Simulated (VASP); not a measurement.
Wanted: the native input for a VASP 6.6.1 run.

```yaml
Task: single point
Functional: LDA
Potentials_or_basis: VASP PAW LDA potentials, release 64 (Mo_sv, S)
Cutoff: 520 eV
k_mesh: 12 × 12 × 1
Occupations: fermi-dirac, width 0.05 eV
Spin: spin-orbit coupling, no magnetisation
Further_INCAR_settings: ALGO = Normal; EDIFF = 1e-06
```

The structure of MoS2 lies in POSCAR:

```
MoS2                                    
1.0
    3.1916000000      0.0000000000      0.0000000000
   -1.5958000000      2.7273356990      0.0000000000
    0.0000000000      0.0000000000     20.0000000000
  Mo              S             
     1     2
Direct
     0.3327960915818757    0.6655921832637602    0.5000000000000000
     0.6669352875590636    0.3338705750181184    0.5768072309817057
     0.6669352875590636    0.3338705750181184    0.4231927690182944
```

These files were run (other wordings do the same):

INCAR

```
ALGO = Normal
EDIFF = 1E-6
ENCUT = 520
GGA = CA
GGA_COMPAT = False
ISIF = 2
ISMEAR = -1
KPAR = 4
LASPH = True
LCHARG = False
LMAXMIX = 4
LNONCOLLINEAR = True
LORBIT = 11
LREAL = False
LSORBIT = True
LWAVE = False
MAGMOM = 0 0 0 0 0 0 0 0 0
NELM = 100
PREC = Accurate
SIGMA = 0.05
```

KPOINTS

```
k-points
0
Gamma
  12 12 1
```

Potentials or basis: VASP PAW LDA potentials, release 64 (Mo_sv, S).

Launch:

```sh
$ cat potpaw_LDA.64/Mo_sv/POTCAR potpaw_LDA.64/S/POTCAR > POTCAR
$ mpirun -np 4 vasp_ncl > vasp.out
```

Results of the run:

The valence electrons inside the program's atomic spheres are Mo 12.53; S 3.70.

Run time: 6.7 min on 4 MPI ranks on Intel(R) Xeon(R) Platinum 8488C (Sapphire Rapids) (shared host), peak memory 0.95 GiB a rank.
